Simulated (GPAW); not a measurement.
# Cr: single point with PBEsol

The system is Cr.

```
Cr
1.0
     4.51219    0.00000    0.00000
     0.00000    4.51219    0.00000
     0.00000    0.00000    4.51219
Cr
8
Cartesian
  2.2561 1.1280 0.0000
  2.2561 3.3841 0.0000
  0.0000 2.2561 3.3841
  0.0000 2.2561 1.1280
  3.3841 0.0000 2.2561
  1.1280 0.0000 2.2561
  2.2561 2.2561 2.2561
  0.0000 0.0000 0.0000
```

This isn't the form of Cr at room conditions, which is bcc.

```
Program             : GPAW 26.7.0
Task                : single point
Functional          : PBEsol
Potentials or basis : PAW data sets generated in the run's folder for this functional
Cutoff              : 600 eV
Basis               : pw
k mesh              : 6 × 6 × 6
Occupations         : fermi-dirac, width 0.05 eV
Spin                : collinear spin, ferromagnetic start
Starting moments    : [4.5, 4.5, 4.5, 4.5, 4.5, 4.5, 4.5, 4.5] μB
Maxiter             : 150
```

```yaml
Pressure: -5.4 GPa
Band_gap_on_the_k_mesh: none (metal or under the smearing width)
Net_moment: 0.00 μB per cell
```

Levels at points of the mesh, in eV from the Fermi level:
Spin up:
| k point | band 20 | band 21 | band 22 | band 23 | band 24 | band 25 | band 26 | band 27 | band 28 | band 29 |
| --- | --- | --- | --- | --- | --- | --- | --- | --- | --- | --- |
| (0.00, 0.00, 0.00) | -1.33 | -1.09 | -1.09 | -0.35 | -0.35 | -0.35 | 0.77 | 0.77 | 0.77 | 0.86 |
| (0.50, 0.00, 0.00) | -0.92 | -0.79 | -0.79 | -0.68 | -0.68 | 0.30 | 0.30 | 0.37 | 0.37 | 0.57 |
| (0.50, 0.50, 0.00) | -1.19 | -0.85 | -0.59 | -0.59 | 0.06 | 0.06 | 0.08 | 0.24 | 0.63 | 0.93 |
| (0.50, 0.50, 0.50) | -0.97 | -0.97 | -0.97 | -0.97 | -0.97 | 0.70 | 0.70 | 0.70 | 0.70 | 0.70 |
Spin down:
```csv
k point,band 21,band 22,band 23,band 24,band 25,band 26,band 27,band 28
"(0.00, 0.00, 0.00)",-1.09,-1.09,-0.35,-0.35,-0.35,0.77,0.77,0.77
"(0.50, 0.00, 0.00)",-0.79,-0.79,-0.68,-0.68,0.30,0.30,0.37,0.37
"(0.50, 0.50, 0.00)",-0.85,-0.59,-0.59,0.06,0.06,0.08,0.24,0.63
"(0.50, 0.50, 0.50)",-0.97,-0.97,-0.97,-0.97,0.70,0.70,0.70,0.70
```

Run time: 3.2 min on 1 thread of Intel(R) Xeon(R) 6975P-C (Granite Rapids) (shared host), peak memory 0.33 GiB.

Caveat: the starting moments collapsed, and a magnetic state may lie lower.
